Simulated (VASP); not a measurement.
Input of a VASP 6.6.1 run:

The input INCAR:

```
SYSTEM = PtSe2
PREC     = Accurate       ! precision mode
ENCUT    = 520            ! plane-wave cutoff, eV
EDIFF    = 1E-6           ! SCF threshold, eV
ISMEAR   = 0              ! smearing method
SIGMA    = 0.05           ! smearing width, eV
LREAL    = .FALSE.        ! projectors in reciprocal space
LASPH    = .TRUE.         ! aspherical terms in the spheres
NELM     = 80             ! most SCF steps
ALGO     = Fast           ! electronic algorithm
ISIF     = 2              ! what is computed and relaxed
LWAVE    = .FALSE.        ! write WAVECAR
LCHARG   = .FALSE.        ! write CHGCAR
GGA      = MK             ! functional
LUSE_VDW = .TRUE.       
AGGAC    = 0.0          
PARAM1   = 0.1234       
PARAM2   = 0.711357     
ZAB_VDW  = -1.8867      
IBRION   = 2              ! ionic algorithm
NSW      = 60             ! ionic steps
EDIFFG   = -0.01          ! ionic threshold
KPAR     = 2
```

Contents of KPOINTS:

```
Automatic mesh
0
G
  10 10 8
  0 0 0
```

POSCAR

```
PtSe2
1.0
    3.7240000000      0.0000000000      0.0000000000
   -1.8620000000      3.2250786000      0.0000000000
    0.0000000000      0.0000000000      4.9810080000
Pt Se
1 2
Direct
    0.0000000000      0.0000000000      0.0000000000
    0.3333333300      0.6666666700      0.2540650400
    0.6666666700      0.3333333300      0.7459349600
```

Potentials or basis: VASP PAW PBE potentials, release 64 (Pt, Se).

The run is started by

```console
$ cat potpaw_PBE.64/Pt/POTCAR potpaw_PBE.64/Se/POTCAR > POTCAR
$ mpirun -np 2 vasp_std > vasp.out
```

What does it give for the band gap on the k mesh?

None (metal or under the smearing width).

Predict the energy gained by relaxing.

12.4 meV/atom.

The path:
```csv
step,energy change (eV),largest force (eV/Å),pressure (GPa)
1,0.0000,0.6925,6.46
2,-0.0318,0.2597,4.32
3,-0.0372,0.0118,3.14
4,-0.0372,0.0015,3.09
```

Caveat: the PAW data sets were made with another functional, which shifts forces and pressure a little. Spin-orbit coupling is left out, which matters for the levels of Pt.
